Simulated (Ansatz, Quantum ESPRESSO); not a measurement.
# LiBr (Fm-3m): the LO frequency by hand

Aim: work out the LO frequency and the static dielectric constant of LiBr (Fm-3m) from one linear-response run, then check them.

Method: DFT LDA, scalar-relativistic, plane waves, PseudoDojo norm-conserving pseudopotentials, in Quantum ESPRESSO 8.0 development, patched.

## 1. The relaxed structure

The structure is cubic, space group Fm-3m (No. 225). The conventional cell has a = 5.310 Å, b = 5.310 Å, c = 5.310 Å, α = 90.00°, β = 90.00°, γ = 90.00°. Li has 6 Br at 2.66 Å nearest. Br has 6 Li at 2.66 Å nearest. Farther neighbours and most contacts between anions are not listed.

This is the cell after its relaxation at this level of theory, not the database cell from which that began.

## 2. What the response run gave

A linear-response run on the relaxed cell, with the response to an electric field; only its zone-centre results are used. Cutoff 74 Ry, k mesh 8×8×8.

What it wrote:

```text
[banners, grids, parts of the stress and lines that vanish by symmetry left out]
Program PHONON v.8.0dev
     Dynamical matrices for q-points given in input
     (   1q-points):
[...]
Exchange-correlation= PW
                           (   1   4   0   0   0   0   0)
[...]
kinetic-energy cut-off    =      74.0000  Ry
     charge density cut-off    =     296.0000  Ry
     convergence threshold     =      1.0E-18
[...]
Exchange-correlation= PW
                           (   1   4   0   0   0   0   0)
[...]
q = (   0.0000000   0.0000000   0.0000000 )
     49 Sym.Ops. (with q -> -q+G )
     G cutoff =  754.9767  (  21595 G-vectors)     FFT grid: ( 40, 40, 40)
     number of k points=    29
[...]
Mode symmetry, O_h (m-3m)  point group:
[...]
Dielectric constant
[...]
End of electric fields calculation
          Dielectric constant in cartesian axis
          (       3.695229443       0.000000000       0.000000000 )
          (       0.000000000       3.695229443      -0.000000000 )
          (       0.000000000      -0.000000000       3.695229443 )
          Effective charges (d Force / dE) in cartesian axis without acoustic sum rule applied (asr)
           atom    1  Li    Mean Z*:        1.21388
      Ex  (        1.21388        0.00000        0.00000 )
      Ey  (        0.00000        1.21388       -0.00000 )
      Ez  (        0.00000        0.00000        1.21388 )
           atom    2  Br    Mean Z*:       -1.21499
      Ex  (       -1.21499       -0.00000        0.00000 )
      Ey  (       -0.00000       -1.21499       -0.00000 )
      Ez  (        0.00000       -0.00000       -1.21499 )
          Effective charges Sum: Mean:       -0.00111
[...]
Effective charges (d Force / dE) in cartesian axis with asr applied:
           atom    1  Li    Mean Z*:        1.21444
[...]
atom    2  Br    Mean Z*:       -1.21444
[...]
Dielectric constant from finite-differences
          (       3.695223347      -0.000000000      -0.000000000 )
          (      -0.000000000       3.695223347       0.000000000 )
          (      -0.000000000       0.000000000       3.695223347 )
[...]
(       0.000000000      -0.000000000      -0.000000000 )
          (       0.000000000      -0.000000000       0.000000000 )
          (      -0.000000000      -0.000000000      -0.000000000 )
          (      -0.000000000       0.000000000       0.000000000 )
          (      -0.000000000       0.000000000      -0.000000000 )
          (      -0.000000000      -0.000000000      -0.000000000 )
          (       0.000000000      -0.000000000       0.000000000 )
          (       0.000000000      -0.000000000       0.000000000 )
[...]
(      -0.000000000      -0.000000000      -0.000000000 )
          (      -0.000000000      -0.000000000      -0.000000000 )
          (       0.000000000      -0.000000000       0.000000000 )
          (       0.000000000      -0.000000000       0.000000000 )
          (       0.000000000       0.000000000       0.000000000 )
[...]
Representation #   1 modes #   1   2   3
[...]
End of self-consistent calculation
     Convergence has been achieved
     Representation #   2 modes #   4   5   6
[...]
End of self-consistent calculation
     Convergence has been achieved
[...]
Dielectric constant in cartesian axis
          (       3.695229443       0.000000000       0.000000000 )
          (       0.000000000       3.695229443      -0.000000000 )
          (       0.000000000      -0.000000000       3.695229443 )
          Effective charges (d Force / dE) in cartesian axis without acoustic sum rule applied (asr)
           atom    1  Li    Mean Z*:        1.21388
      Ex  (        1.21388        0.00000        0.00000 )
      Ey  (        0.00000        1.21388       -0.00000 )
      Ez  (        0.00000        0.00000        1.21388 )
           atom    2  Br    Mean Z*:       -1.21499
      Ex  (       -1.21499       -0.00000        0.00000 )
      Ey  (       -0.00000       -1.21499       -0.00000 )
      Ez  (        0.00000       -0.00000       -1.21499 )
          Effective charges Sum: Mean:       -0.00111
[...]
Effective charges (d Force / dE) in cartesian axis with asr applied:
           atom    1  Li    Mean Z*:        1.21444
[...]
atom    2  Br    Mean Z*:       -1.21444
[...]
q = (    0.000000000   0.000000000   0.000000000 )
[...]
freq (    1) =      -0.007670 [THz] =      -0.255832 [cm-1]
     freq (    2) =      -0.007670 [THz] =      -0.255832 [cm-1]
     freq (    3) =      -0.007670 [THz] =      -0.255832 [cm-1]
     freq (    4) =       5.878646 [THz] =     196.090515 [cm-1]
     freq (    5) =       5.878646 [THz] =     196.090515 [cm-1]
     freq (    6) =       5.878646 [THz] =     196.090515 [cm-1]
[...]
Mode symmetry, O_h (m-3m)  point group:
     freq (   1-   3) =         -0.3  [cm-1]   --> T_1u G_15  G_4- I
     freq (   4-   6) =        196.1  [cm-1]   --> T_1u G_15  G_4- I

   JOB DONE.
```

```tsv
quantity	value
cell volume Ω (Å³)	37.432
mass of Li (u)	6.940
mass of Br (u)	79.904
Born charge of Li, raw (e)	1.214
Born charge of Br, raw (e)	-1.215
ε∞	3.695
ω(TO) after the sum rule (cm⁻¹)	196.1
```

## 3. The calculation

The charges must sum to zero over the cell; taking off their mean, -0.001 e, leaves Z* = 1.214 e on Li. In the polar mode Li moves against Br, so the reduced mass is μ = 6.94 × 79.90 / 86.84 = 6.385 u.

A longitudinal wave builds up a field that adds to the restoring force: ω(LO)² = ω(TO)² + 4π Z*² / (μ Ω ε∞), in Hartree atomic units. With μ = 11640 electron masses and Ω = 252.61 bohr³ the second term is 1.7058e-06 Ha², or 82169 cm⁻² (1 Ha = 219474.6 cm⁻¹).

So ω(LO) = √(38455 + 82169) = 347.3 cm⁻¹, and by the Lyddane-Sachs-Teller relation ε₀ = ε∞ (ω(LO)/ω(TO))² = 11.59.

## 4. Check against the program

The analysis program adds the same non-analytic term to the full matrix, here for q along (1 0 0).

What it wrote:

```text
[banner, memory and clock lines left out]
Program DYNMAT v.8.0dev

     Reading Dynamical Matrix from file g.dyn
     ...Force constants read
     ...epsilon and Z* read
     ...Raman cross sections read

     Polarizability (A^3 units)
     multiply by 0.526757 for Clausius-Mossotti correction (not under assume_isolated = 'mt')
         8.028449    0.000000    0.000000
         0.000000    8.028449   -0.000000
         0.000000   -0.000000    8.028449

     IR activities are in (D/A)^2/amu units

# mode   [cm-1]    [THz]      IR
    1     -0.00   -0.0000    0.0000
    2      0.00    0.0000    0.0000
    3      0.00    0.0000    0.0000
    4    196.10    5.8789    5.3288
    5    196.10    5.8789    5.3288
    6    347.31   10.4120    5.3288
```

ε₀ comes from the program's run without a direction of q.

```tsv
quantity	by hand	program
ω(LO) (cm⁻¹)	347.3	347.3
ε₀	11.59	11.59
```

## 5. Results

```json
{
 "TO mode": "196.1 cm⁻¹",
 "LO mode": "347.3 cm⁻¹",
 "static dielectric constant": "11.59"
}
```

**Reading.** The LO mode of LiBr (Fm-3m) lies at 347 cm⁻¹, 151 cm⁻¹ above the TO mode; the formula meets the program within 0.1 cm⁻¹, as it must for a cubic crystal with one polar mode. ω(LO)² − ω(TO)² goes with Z*²/ε∞: an error of 5 % in ε∞ would move the LO mode by 5.7 cm⁻¹, and semilocal functionals tend to overestimate ε∞. These are harmonic values at zero temperature, at the volume of this functional, for the structure held cubic; stability elsewhere in the zone is no part of this calculation.

[Host names and launcher messages were left out of these logs when they were recorded.]

[Logs are printed without paths, hosts, clocks, repeated set-up lines and the standing remarks that a program may print on its own settings, such as how far it seeks lower states.]

[Hosts, paths, dates, database ids (printed as entryN), source tags and the programs' standing remarks are cut or masked in the printed files.]
